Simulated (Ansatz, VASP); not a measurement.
## HfB4: VASP beside Ansatz

```xyz
5
Lattice="3.0926 0.0000 0.0000 -1.5463 2.6783 0.0000 0.0000 0.0000 5.0455" Properties=species:S:1:pos:R:3 pbc="T T T"
Hf    0.0000    0.0000    0.0000
B     0.0000    0.0000    1.8971
B     0.0000    0.0000    3.1484
B     0.0000    1.7855    0.0000
B     1.5463    0.8928    0.0000
```

Alike in both runs: task relaxation of cell and atoms; functional PBE; k mesh 6 × 6 × 4; occupations gaussian, width 0.1 eV; no spin polarisation.

|  | VASP | Ansatz |
| --- | --- | --- |
| version | VASP 6.6.1 | Ansatz 0.2.0 |
| potentials or method | VASP PAW PBE potentials, release 64 (Hf_pv, B) | scalar-relativistic, plane waves, PAW |
| plane-wave cutoff (eV) | 600 | 420 |
| valence electrons in the cell | 22 | 38 |

VASP gave:

* gap on the k mesh at the Fermi level, each at its own relaxed structure (eV): none
* relaxed volume (Å³/atom): 17.31
* relaxed cell length with the largest relative difference (Å): 6.261
* energy change over the relaxation (meV/atom): -3203

Problem. Estimate Ansatz's values.

Solution. gap on the k mesh at the Fermi level, each at its own relaxed structure (eV): none; relaxed volume (Å³/atom): 17.27; relaxed cell length with the largest relative difference (Å): 6.249; energy change over the relaxation (meV/atom): -3101.

A gap of «none» marks a metal or a gap that the smearing closes. The two sets of potentials don't hold the same shells in valence.

Caveats: the k mesh is coarse (spacing up to 0.39 Å⁻¹), so the values aren't converged; the volume moved by over 15 % at a fixed basis, so the end points are rough (VASP). Spin-orbit coupling is left out, which matters for the levels of Hf.
